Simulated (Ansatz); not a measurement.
**Relaxing TiAl$_{3}$**

Computed with DFT PBEsol, scalar-relativistic, plane waves, PAW (Ansatz 0.2.0). Settings: 420 eV cutoff, 14×14×14 k-mesh, Gaussian smearing of 0.10 eV, no spin polarisation.

What was changed: biaxial strain in the a-b plane, c and atoms relaxed: +4.0 %.

Command:

```bash
ansatz run input.yaml --threads 1 --pin off --max-ram 2560MiB --backend cpu --events-out ev --progress --plain --runs-dir out
```

Input:

```yaml
crystal:
  lattice:
    - [4.1062786033, 0.0, 0.0]
    - [0.0, 4.1062786033, 0.0]
    - [0.0, 0.0, 3.8535845354]
  atoms:
    - { symbol: Ti, position: [0.0, 0.0, 0.0] }
    - { symbol: Al, position: [0.5, 0.5, 0.0] }
    - { symbol: Al, position: [0.5, 0.0, 0.5] }
    - { symbol: Al, position: [0.0, 0.5, 0.5] }
basis:
  ecutwfc: 420
kpoints:
  mp_grid: { grid: [14, 14, 14] }
hamiltonian:
  xc: pbesol
scf:
  occupations: { method: gaussian, width: 0.1 }
output:
  forces: true
  stress: true
  eigenvalues: true
  write_density: true
  write_potential: true
  elf: true
  volumetric_format: npy
relax:
  adjacent_minimum: "off"
  f_tol: 0.008
  max_steps: 40
  cell: { stress_tol: 0.015, fix: [a, b, gamma] }
```

F is the free energy. Steps run on the plane waves of an earlier cell, but the last one, and at times one on the way, on a freshly chosen basis, so a repeated geometry can differ a little in energy. The held parts of the cell keep their stress, so P needn't end at zero.

Steps:

```csv
step,F − F(1) (eV),largest force component (eV/Å),V (Å³/atom),P (GPa)
1,0.0000,0.000,16.244,-5.18
2,-0.0004,0.000,16.171,-4.74
3,-0.0004,0.000,16.191,-4.86
4,-0.0004,0.000,16.191,-4.86
```

Relaxed structure:

```
CELL_PARAMETERS angstrom
4.10628 0.00000 0.00000
0.00000 4.10628 0.00000
0.00000 0.00000 3.84103
ATOMIC_POSITIONS crystal
Ti 0.00000 0.00000 0.00000
Al 0.50000 0.50000 0.00000
Al 0.50000 0.00000 0.50000
Al 0.00000 0.50000 0.50000
```

The structure is tetragonal, space group P4/mmm (No. 123). Conventional cell: a = 4.106 Å, b = 4.106 Å, c = 3.841 Å, α = 90.00°, β = 90.00°, γ = 90.00°. Ti (site symmetry 4/mmm) has 12 Al at 2.81 to 2.90 Å as nearest neighbours. Al (site symmetry 4/mmm) is surrounded by 8 Al at 2.81 Å and 4 Ti at 2.90 Å. Around Al (site symmetry mmm) lie 4 Ti at 2.81 Å and 8 Al at 2.81 to 2.90 Å.

The run converged. Time: 67 s on 1 thread of Arm Neoverse V2, with other jobs on the host, peak memory 0.54 GiB.